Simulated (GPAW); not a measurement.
Crystal: BP.

```xyz
2
Lattice="0.0000 2.2690 2.2690 2.2690 0.0000 2.2690 2.2690 2.2690 0.0000" Properties=species:S:1:pos:R:3 pbc="T T T"
P     3.4035    3.4035    3.4035
B     0.0000    0.0000    0.0000
```

Base run:

```yaml
Program: GPAW 26.7.0
Functional: PBE
Potentials_or_basis: GPAW PAW data sets (gpaw-data 1.2.1)
Cutoff: 600 eV
Basis: pw
k_mesh: 8 × 8 × 8
Occupations: fermi-dirac, width 0.05 eV
Spin: no spin polarisation
```

Its results: band gap on the k mesh 1.27 eV, indirect (least direct gap 3.41 eV).

Task: The run is repeated on the same cell with these changes: functional from PBE to HSE06. What comes out?

Result: Band gap on the k mesh 2.05 eV, indirect (least direct gap 4.35 eV).

HSE06 gives the wider gap, since exact exchange removes part of the self-interaction.

A k mesh can miss the band edges.
